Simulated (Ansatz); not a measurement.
# CoSi2 (Fm-3m) in Ansatz: further runs, part 2 of 2

Ansatz 0.2.0. Earlier steps stand in the parts before.

### 3 Single point, LDA, collinear spin, ferromagnetic start, 12.04 Å³/atom (volume scaled by 0.94)

input.yaml

```yaml
crystal:
  lattice:
    - [0.0, 2.6233315991, 2.6233315991]
    - [2.6233315991, 0.0, 2.6233315991]
    - [2.6233315991, 2.6233315991, 0.0]
  atoms:
    - { symbol: Co, position: [0.0, 0.0, 0.0], spin: 2.0 }
    - { symbol: Si, position: [0.75, 0.75, 0.75] }
    - { symbol: Si, position: [0.25, 0.25, 0.25] }
hamiltonian:
  xc: lda
  pseudopotentials: { kind: paw }
magnetization:
  spin_polarized: true
kpoints:
  mp_grid: { grid: [9, 9, 9] }
scf:
  occupations: { method: fermi_dirac, width: 0.05 }
output:
  forces: true
  stress: true
  eigenvalues: true
  write_density: true
  write_potential: true
  elf: true
  volumetric_format: npy
```

Potentials or basis: Ansatz PAW.

On the command line:

```bash
> ansatz run input.yaml --threads 2 --pin off --max-ram 5632MiB --backend cpu --events-out ev --progress --plain --runs-dir out
```

The program printed:

```text
Warning: RAYON_NUM_THREADS=2 ignored (pool sized by the plan → 2); use --threads N
Engine: ansatz 0.2.0, x86_64-unknown-linux-gnu
Pseudopotentials: kind: paw
Pseudopotential: Co, paw, valence charge 17, recommended cutoff 420 eV (normal), Co.paw.azcp
Pseudopotential: Si, paw, valence charge 4, recommended cutoff 420 eV (normal), Si.paw.azcp
Functional definition: SPW92
  exchange = slater_x
  correlation = pw_c
Crystal: 3 atoms, lattice volume = 36.107 Å³
Basis set: ecut = 420 eV, 725 PW (Γ)
Bands: 18, of which v1, the nominal top of the filled ones, is band 13 counted from 1 (12 counted from 0)
Symmetry: 48 space group operations
Space group: Fm-3m (ITA 225), of the structure as read, at distance tolerance 3.3e-5 Å
[... 49 lines left out ...]
  E_vxc        = -308.156978  (∫ρ·V_xc dr)
  E_paw        = -2427.048125  (= ΣΔE_a)
  E_vpaw       = -499.968727  (= ΣTr[D̂ρ^β])
  E_aug_tail   = 0.000094  (compensation charges beyond the density's cutoff)
  E_ewald      = -2366.802078
  E_core_change = 0.586912  (= ΣΔE_core)
  E_smearing   = -0.010062  (= −TS)
  E_closure    = -0.000000  (closes the sum)
  Σ components = -6281.916125   (vs F -6281.916125, Δ=0.00e0)
--- Forces (eV/Å), atoms counted from 1 ---
  atom   1  Co    -0.00000000     0.00000000     0.00000000
  atom   2  Si     0.00000000    -0.00000000     0.00000000
  atom   3  Si     0.00000000    -0.00000000    -0.00000000
  max |Σ_I F_I| component: 4.63e-17 eV/Å
--- Stress (GPa, compression-positive) ---
        3.339838      -0.000000      -0.000000
        0.000000       3.339838      -0.000000
        0.000000       0.000000       3.339838
  P = ⅓ Tr σ = 3.3398 GPa (33.398 kbar)
--- Band table (eV; the first three rows and the last of 70) ---
  k-point 0 ↑: bands = ["-80.4223", "-44.1629", "-44.1629", "-44.1629", "0.0639", "9.2589", "9.2589", "9.2589", "11.5197", "11.5197", "14.9144", "17.1075", "17.1075", "17.1075", "17.3275", "17.3275", "17.3275", "19.5346"]
  k-point 1 ↑: bands = ["-80.4223", "-44.1633", "-44.1629", "-44.1629", "0.2603", "8.8388", "9.3284", "9.3284", "11.4625", "11.4625", "14.6517", "15.6437", "16.1839", "16.1839", "18.2752", "18.2752", "19.0308", "19.0308"]
  k-point 2 ↑: bands = ["-80.4223", "-44.1643", "-44.1631", "-44.1631", "0.8421", "7.7443", "9.5016", "9.5016", "11.3761", "11.3761", "13.0361", "15.1593", "15.1593", "16.1314", "17.9232", "17.9232", "18.6108", "20.0748"]
  k-point 34 ↓: bands = ["-80.4222", "-44.1655", "-44.1650", "-44.1641", "4.7480", "5.5944", "7.5081", "7.6590", "10.9222", "11.1821", "11.5954", "12.0811", "12.9070", "17.1247", "17.7589", "19.3635", "21.1202", "23.1594"]
```

Run time: 3 s. Hardware: 2 threads of AMD EPYC 7R43 (Zen 3), shared host; peak memory 0.4 GiB.

What came out:

```
Free energy            : -6281.9161 eV
Pressure               : 3.3 GPa
Band gap on the k mesh : none (metal or under the smearing width)
Net moment             : 0.00 μB per cell
Absolute moment        : 0.00 μB per cell
```

Caveat: the starting moments collapsed, and a magnetic state may lie lower; the PAW data sets come from PBE, with cores solved anew for the run's functional, which leaves a small shift of forces and pressure; the starting moments weren't kept.

### 4 Single point, LDA, collinear spin, ferromagnetic start, 12.29 Å³/atom (volume scaled by 0.96)

Changes to input.yaml since step 3:

```diff
@@ -2,5 +2,5 @@
   lattice:
-    - [0.0, 2.6233315991, 2.6233315991]
-    - [2.6233315991, 0.0, 2.6233315991]
-    - [2.6233315991, 2.6233315991, 0.0]
+    - [0.0, 2.641806374, 2.641806374]
+    - [2.641806374, 0.0, 2.641806374]
+    - [2.641806374, 2.641806374, 0.0]
   atoms:
@@ -22,5 +22 @@
   eigenvalues: true
-  write_density: true
-  write_potential: true
-  elf: true
-  volumetric_format: npy
```

On the command line:

```bash
> ansatz run input.yaml --threads 2 --pin off --max-ram 5632MiB --backend cpu --events-out ev --progress --plain --runs-dir out
```

It took 2.8 s on 2 threads of AMD EPYC 7R43 (Zen 3), shared host; peak memory 0.39 GiB.

Results (log left out):

* Free energy: -6281.9214 eV
* Pressure: -1.0 GPa
* Band gap on the k mesh: none (metal or under the smearing width)
* Net moment: 0.00 μB per cell
* Absolute moment: 0.00 μB per cell

Caveat: the starting moments collapsed, and a magnetic state may lie lower; the PAW data sets come from PBE, with cores solved anew for the run's functional, which leaves a small shift of forces and pressure; the starting moments weren't kept.

### 5 Single point, LDA, collinear spin, ferromagnetic start, 12.55 Å³/atom (volume scaled by 0.98)

Changes to input.yaml since step 4:

```diff
@@ -2,5 +2,5 @@
   lattice:
-    - [0.0, 2.641806374, 2.641806374]
-    - [2.641806374, 0.0, 2.641806374]
-    - [2.641806374, 2.641806374, 0.0]
+    - [0.0, 2.6600263041, 2.6600263041]
+    - [2.6600263041, 0.0, 2.6600263041]
+    - [2.6600263041, 2.6600263041, 0.0]
   atoms:
@@ -22 +22,5 @@
   eigenvalues: true
+  write_density: true
+  write_potential: true
+  elf: true
+  volumetric_format: npy
```

On the command line:

```bash
> ansatz run input.yaml --threads 2 --pin off --max-ram 5632MiB --backend cpu --events-out ev --progress --plain --runs-dir out
```

Wall time 3.2 s (2 threads of AMD EPYC 7R43 (Zen 3), shared host); peak memory 0.38 GiB.

The run converged. Its results:

| Quantity | Value |
| --- | --- |
| Free energy | -6281.9069 eV |
| Pressure | -4.9 GPa |
| Band gap on the k mesh | none (metal or under the smearing width) |
| Net moment | 0.00 μB per cell |
| Absolute moment | 0.00 μB per cell |

Caveat: the starting moments collapsed, and a magnetic state may lie lower; the PAW data sets come from PBE, with cores solved anew for the run's functional, which leaves a small shift of forces and pressure; the starting moments weren't kept.

### 6 Single point, LDA, collinear spin, ferromagnetic start, 12.80 Å³/atom

Changes to input.yaml since step 5:

```diff
@@ -2,5 +2,5 @@
   lattice:
-    - [0.0, 2.6600263041, 2.6600263041]
-    - [2.6600263041, 0.0, 2.6600263041]
-    - [2.6600263041, 2.6600263041, 0.0]
+    - [0.0, 2.678, 2.678]
+    - [2.678, 0.0, 2.678]
+    - [2.678, 2.678, 0.0]
   atoms:
@@ -22,5 +22 @@
   eigenvalues: true
-  write_density: true
-  write_potential: true
-  elf: true
-  volumetric_format: npy
```

Potentials or basis: Ansatz PAW.

On the command line:

```bash
> ansatz run input.yaml --threads 2 --pin off --max-ram 5632MiB --backend cpu --events-out ev --progress --plain --runs-dir out
```

Wall time 2.4 s (2 threads of AMD EPYC 7R43 (Zen 3), shared host); peak memory 0.38 GiB.

The run converged. Its results:

```
Free energy            : -6281.8747 eV
Pressure               : -8.4 GPa
Band gap on the k mesh : none (metal or under the smearing width)
Net moment             : 0.00 μB per cell
Absolute moment        : 0.00 μB per cell
```

Caveat: the starting moments collapsed, and a magnetic state may lie lower; the PAW data sets come from PBE, with cores solved anew for the run's functional, which leaves a small shift of forces and pressure; the starting moments weren't kept.

### 7 Single point, LDA, collinear spin, ferromagnetic start, 13.06 Å³/atom (volume scaled by 1.02)

Changes to input.yaml since step 6:

```diff
@@ -2,5 +2,5 @@
   lattice:
-    - [0.0, 2.678, 2.678]
-    - [2.678, 0.0, 2.678]
-    - [2.678, 2.678, 0.0]
+    - [0.0, 2.6957356162, 2.6957356162]
+    - [2.6957356162, 0.0, 2.6957356162]
+    - [2.6957356162, 2.6957356162, 0.0]
   atoms:
```

On the command line:

```bash
> ansatz run input.yaml --threads 2 --pin off --max-ram 5632MiB --backend cpu --events-out ev --progress --plain --runs-dir out
```

Run time: 2.6 s. Hardware: 2 threads of AMD EPYC 7R43 (Zen 3), shared host; peak memory 0.38 GiB.

It converged, with:

```yaml
Free_energy: -6281.8268 eV
Pressure: -11.5 GPa
Band_gap_on_the_k_mesh: none (metal or under the smearing width)
Net_moment: 0.00 μB per cell
Absolute_moment: 0.00 μB per cell
```

Caveat: the starting moments collapsed, and a magnetic state may lie lower; the PAW data sets come from PBE, with cores solved anew for the run's functional, which leaves a small shift of forces and pressure; the starting moments weren't kept.

### 8 Single point, LDA, collinear spin, ferromagnetic start, 13.32 Å³/atom (volume scaled by 1.04)

Changes to input.yaml since step 7:

```diff
@@ -2,5 +2,5 @@
   lattice:
-    - [0.0, 2.6957356162, 2.6957356162]
-    - [2.6957356162, 0.0, 2.6957356162]
-    - [2.6957356162, 2.6957356162, 0.0]
+    - [0.0, 2.7132408834, 2.7132408834]
+    - [2.7132408834, 0.0, 2.7132408834]
+    - [2.7132408834, 2.7132408834, 0.0]
   atoms:
```

On the command line:

```bash
> ansatz run input.yaml --threads 2 --pin off --max-ram 5632MiB --backend cpu --events-out ev --progress --plain --runs-dir out
```

Run time: 2.2 s. Hardware: 2 threads of AMD EPYC 7R43 (Zen 3), shared host; peak memory 0.39 GiB.

The run converged. Its results:

| Item | Value |
| --- | --- |
| Free energy | -6281.7649 eV |
| Pressure | -14.3 GPa |
| Band gap on the k mesh | none (metal or under the smearing width) |
| Net moment | 0.00 μB per cell |
| Absolute moment | 0.00 μB per cell |

Caveat: the starting moments collapsed, and a magnetic state may lie lower; the PAW data sets come from PBE, with cores solved anew for the run's functional, which leaves a small shift of forces and pressure; the starting moments weren't kept.

### 9 Single point, LDA, collinear spin, ferromagnetic start, 13.57 Å³/atom (volume scaled by 1.06)

Changes to input.yaml since step 8:

```diff
@@ -2,5 +2,5 @@
   lattice:
-    - [0.0, 2.7132408834, 2.7132408834]
-    - [2.7132408834, 0.0, 2.7132408834]
-    - [2.7132408834, 2.7132408834, 0.0]
+    - [0.0, 2.7305231384, 2.7305231384]
+    - [2.7305231384, 0.0, 2.7305231384]
+    - [2.7305231384, 2.7305231384, 0.0]
   atoms:
```

Potentials or basis: Ansatz PAW.

On the command line:

```bash
> ansatz run input.yaml --threads 2 --pin off --max-ram 5632MiB --backend cpu --events-out ev --progress --plain --runs-dir out
```

It took 2.3 s on 2 threads of AMD EPYC 7R43 (Zen 3), shared host; peak memory 0.39 GiB.

Results (log left out):

- Free energy: -6281.6906 eV
- Pressure: -16.7 GPa
- Band gap on the k mesh: none (metal or under the smearing width)
- Net moment: 0.00 μB per cell
- Absolute moment: 0.00 μB per cell

Caveat: the starting moments collapsed, and a magnetic state may lie lower; the PAW data sets come from PBE, with cores solved anew for the run's functional, which leaves a small shift of forces and pressure; the starting moments weren't kept.

### 10 Equation of state, LDA, collinear spin, ferromagnetic start

Potentials or basis: Ansatz PAW.

No new run: the results of the series are fitted here.

What came out:

| Property | Result |
| --- | --- |
| Equilibrium volume | 12.23 Å³/atom |
| Bulk modulus | 203 GPa |
| Pressure derivative of the bulk modulus | 4.6 |

Energy against volume, from the lowest point:
```csv
volume (Å³/atom),energy (meV/atom)
12.036,1.77
12.292,0.00
12.548,4.85
12.804,15.58
13.060,31.55
13.316,52.18
13.572,76.95
```

LDA usually gives volumes a few per cent too small. Zero-point motion and thermal expansion aren't in these numbers.
